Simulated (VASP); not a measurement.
A run of VASP 6.6.1:

The input INCAR:

```
  PREC = Accurate
  ENCUT = 520
  EDIFF = 1E-6
  ISMEAR = 0
  SIGMA = 0.1
  LREAL = False
  LASPH = True
  NELM = 100
  ALGO = Fast
  ISIF = 2
  LWAVE = False
  LCHARG = False
  GGA = PE
  NBANDS = 20
```

Contents of KPOINTS:

```
Automatic mesh
0
Gamma
  10 10 12
```

POSCAR

```
AgI2
1.0
    5.0557252875      0.0000000000      0.0000000000
    0.0000000000      5.0557252875      0.0000000000
    0.0000000000      0.0000000000      4.0483549080
Ag I
1 2
Direct
    0.0000000000      0.0000000000      0.5000000000
    0.0000000000      0.5000000000      0.0000000000
    0.5000000000      0.0000000000      0.0000000000
```

Potentials or basis: VASP PAW PBE potentials, release 64 (Ag, I).

Launch:

```console
$ cat potpaw_PBE.64/Ag/POTCAR potpaw_PBE.64/I/POTCAR > POTCAR
$ mpirun -np 1 vasp_std > vasp.out
```

Hardware: 1 thread of Intel(R) Xeon(R) Platinum 8488C (Sapphire Rapids) (shared host).

**Question.** How long does it take, and how much memory?

**Answer.** Wall time 3.4 min on 1 thread of Intel(R) Xeon(R) Platinum 8488C (Sapphire Rapids), on a shared host, peak memory 0.43 GiB. Counts: scf iterations 13, k points 147.
